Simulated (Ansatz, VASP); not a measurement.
**One calculation of AlIn3As4, two programs**

The input INCAR:

```
SYSTEM = AlIn3As4
PREC     = Accurate       ! precision mode
ENCUT    = 520            ! plane-wave cutoff, eV
EDIFF    = 1E-6           ! SCF threshold, eV
ISMEAR   = 0              ! smearing method
SIGMA    = 0.1            ! smearing width, eV
LREAL    = .False.        ! projectors in reciprocal space
LASPH    = .True.         ! aspherical terms in the spheres
NELM     = 100            ! most SCF steps
ALGO     = Normal         ! electronic algorithm
ISIF     = 2              ! what is computed and relaxed
LWAVE    = .False.        ! write WAVECAR
LCHARG   = .False.        ! write CHGCAR
GGA      = PE             ! functional
NBANDS   = 41             ! bands
```

File KPOINTS:

```
Automatic mesh
0
Gamma
  4 4 2
  0 0 0
```

POSCAR

```
AlIn3As4
1.0
    4.0480641300      0.0000000000      0.0000000000
    0.0000000000      4.0480641300      0.0000000000
    0.0000000000      0.0000000000     11.4496544000
Al In As
1 3 4
Direct
    0.0000000000      0.0000000000      0.5000000000
    0.0000000000      0.0000000000      0.0000000000
    0.5000000000      0.5000000000      0.2500000000
    0.5000000000      0.5000000000      0.7500000000
    0.5000000000      0.0000000000      0.8750000000
    0.0000000000      0.5000000000      0.1250000000
    0.5000000000      0.0000000000      0.3750000000
    0.0000000000      0.5000000000      0.6250000000
```

Input for Ansatz:

```yaml
crystal:
  lattice:
    - [4.04806413, 0.0, 0.0]
    - [0.0, 4.04806413, 0.0]
    - [0.0, 0.0, 11.4496544]
  atoms:
    - { symbol: Al, position: [0.0, 0.0, 0.5] }
    - { symbol: In, position: [0.0, 0.0, 0.0] }
    - { symbol: In, position: [0.5, 0.5, 0.25] }
    - { symbol: In, position: [0.5, 0.5, 0.75] }
    - { symbol: As, position: [0.5, 0.0, 0.875] }
    - { symbol: As, position: [0.0, 0.5, 0.125] }
    - { symbol: As, position: [0.5, 0.0, 0.375] }
    - { symbol: As, position: [0.0, 0.5, 0.625] }
basis:
  ecutwfc: 420
kpoints:
  mp_grid: { grid: [4, 4, 2] }
hamiltonian:
  xc: pbe
scf:
  occupations: { method: gaussian, width: 0.1 }
  lower_state_search: "off"
output:
  forces: true
  stress: true
  eigenvalues: true
```

Alike in both runs: task single point; functional PBE; k mesh 4 × 4 × 2; occupations gaussian, width 0.1 eV; no spin polarisation.

|  | VASP | Ansatz |
| --- | --- | --- |
| version | VASP 6.6.1 | Ansatz 0.2.0 |
| potentials or method | VASP PAW PBE potentials, release 64 (Al, In_d, As) | scalar-relativistic, plane waves, PAW |
| plane-wave cutoff (eV) | 520 | 420 |
| valence electrons in the cell | 62 | 102 |

|  | VASP | Ansatz | Ansatz less VASP |
| --- | --- | --- | --- |
| gap on the k mesh at the Fermi level (eV) | 0.92 | 0.91 | -0.007 |
| least direct gap on the mesh (eV) | 0.92 | 0.91 | -0.007 |
| pressure (GPa) | 14.9 | 14.7 | -0.15 |
| largest component of the traceless stress (GPa) | 0.61 | 0.61 | -0.002 |
| rms of the force components (eV/Å) | 0.544 | 0.544 | -0.0002 |

Atom by atom the forces differ by 0.000 eV/Å (rms over components). With one functional, cell and mesh, what is left measures potentials, basis and numerics. The two sets of potentials don't hold the same shells in valence.

Caveats: spin-orbit coupling is left out, which moves the levels of the heavy elements; forces of over 1 eV/Å show positions far from the minimum, so gaps and moduli don't describe the material at rest. A k mesh can miss the band edges.
